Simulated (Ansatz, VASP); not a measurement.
# PbSe in VASP and in Ansatz

File INCAR:

```
SYSTEM = PbSe
PREC = Accurate ; ENCUT = 520
EDIFF = 1E-8 ; ISMEAR = -1
SIGMA = 0.02 ; LREAL = .False.
LASPH = .True. ; NELM = 80
ALGO = Normal ; ISIF = 2
LWAVE = .False. ; LCHARG = .False.
GGA = PE ; LEFG = .True.
NBANDS = 17
```

The input KPOINTS:

```
Automatic mesh
0
Gamma
  7 7 7
  0 0 0
```

The input POSCAR:

```
PbSe
1.0
    0.0000000000      3.0102391241      3.0102391241
    3.0102391241      0.0000000000      3.0102391241
    3.0102391241      3.0102391241      0.0000000000
Pb Se
1 1
Direct
    0.0000000000      0.0000000000      0.0000000000
    0.5000000000      0.5000000000      0.5000000000
```

Input for Ansatz:

```yaml
crystal:
  lattice:
    - [0.0, 3.0102391241, 3.0102391241]
    - [3.0102391241, 0.0, 3.0102391241]
    - [3.0102391241, 3.0102391241, 0.0]
  atoms:
    - { symbol: Pb, position: [0.0, 0.0, 0.0] }
    - { symbol: Se, position: [0.5, 0.5, 0.5] }
kpoints:
  mp_grid: { grid: [7, 7, 7] }
scf:
  occupations: { method: fermi_dirac, width: 0.02 }
hamiltonian:
  xc: pbe
  pseudopotentials: { kind: paw }
output:
  forces: true
  stress: true
  eigenvalues: true
  efg: { contact_densities: true }
```

Change from the starting cell: volume scaled by 0.95, PAW files.

Alike in both runs: task electric field gradients; functional PBE; k mesh 7 × 7 × 7; occupations fermi-dirac, width 0.02 eV; no spin polarisation.

```csv
,VASP,Ansatz
version,VASP 6.6.1,Ansatz 0.2.0
potentials or method,"VASP PAW PBE potentials, release 64 (Pb_d, Se)","PAW with Ansatz's default frozen-core files, scalar-relativistic"
plane-wave cutoff (eV),520,420
valence electrons in the cell,20,30
```

```csv
,VASP,Ansatz,Ansatz less VASP
gap on the k mesh at the Fermi level (eV),0.82,0.82,-0.001
pressure (GPa),5.5,5.5,0.00
Vzz of the field gradient on the site that differs most (V/Å²),0.0,0.0,0.00
```

The two sets of potentials don't hold the same shells in valence. Ansatz warned: «gradients_without_spin_orbit».

Spin-orbit coupling is left out, which matters for the levels of Pb.
